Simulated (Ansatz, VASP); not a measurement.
**One calculation of AlCu3, two programs**

Contents of INCAR:

```
SYSTEM = AlCu3
PREC     = Accurate       ! precision mode
ENCUT    = 520            ! plane-wave cutoff, eV
EDIFF    = 1E-7           ! SCF threshold, eV
ISMEAR   = -1             ! smearing method
SIGMA    = 0.05           ! smearing width, eV
LREAL    = .FALSE.        ! projectors in reciprocal space
LASPH    = .TRUE.         ! aspherical terms in the spheres
NELM     = 100            ! most SCF steps
ALGO     = Normal         ! electronic algorithm
ISIF     = 2              ! what is computed and relaxed
LWAVE    = .FALSE.        ! write WAVECAR
LCHARG   = .FALSE.        ! write CHGCAR
GGA      = PS             ! functional
NBANDS   = 26             ! bands
```

File KPOINTS:

```
regular mesh
0
G
  8 8 8
  0 0 0
```

The input POSCAR:

```
AlCu3
1.0
    0.0000000000      2.8489790278      2.8489790278
    2.8489790278      0.0000000000      2.8489790278
    2.8489790278      2.8489790278      0.0000000000
Cu Al
3 1
Direct
    0.7500000000      0.7500000000      0.7500000000
    0.2500000000      0.2500000000      0.2500000000
    0.5000000000      0.5000000000      0.5000000000
    0.0000000000      0.0000000000      0.0000000000
```

File input.yaml:

```yaml
crystal:
  lattice:
    - [0.0, 2.8489790278, 2.8489790278]
    - [2.8489790278, 0.0, 2.8489790278]
    - [2.8489790278, 2.8489790278, 0.0]
  atoms:
    - { symbol: Cu, position: [0.75, 0.75, 0.75] }
    - { symbol: Cu, position: [0.25, 0.25, 0.25] }
    - { symbol: Cu, position: [0.5, 0.5, 0.5] }
    - { symbol: Al, position: [0.0, 0.0, 0.0] }
hamiltonian:
  xc: pbesol
  pseudopotentials: { kind: paw }
kpoints:
  mp_grid: { grid: [8, 8, 8] }
scf:
  occupations: { method: fermi_dirac, width: 0.05 }
output:
  forces: true
  stress: true
  eigenvalues: true
```

Change from the starting cell: volume scaled by 0.96.

Alike in both runs: task single point; functional PBEsol; k mesh 8 × 8 × 8; occupations fermi-dirac, width 0.05 eV; no spin polarisation.

```csv
,VASP,Ansatz
version,VASP 6.6.1,Ansatz 0.2.0
potentials or method,"VASP PAW PBE potentials, release 64 (Cu, Al)",Ansatz PAW
plane-wave cutoff (eV),520,420
valence electrons in the cell,36,60
```

Ansatz gave:

```
gap on the k mesh at the Fermi level (eV) : none
pressure (GPa)                            : 5.9
```

Q: What did VASP give for the same quantities?

A: gap on the k mesh at the Fermi level (eV): none; pressure (GPa): 6.6.

A gap of «none» marks a metal or a gap that the smearing closes. With one functional, cell and mesh, what is left measures potentials, basis and numerics. The two sets of potentials don't hold the same shells in valence.

Caveats: the PAW data sets were made with another functional, which shifts forces and pressure a little (VASP); the PAW data sets come from PBE, with cores solved anew for the run's functional, which leaves a small shift of forces and pressure (Ansatz).
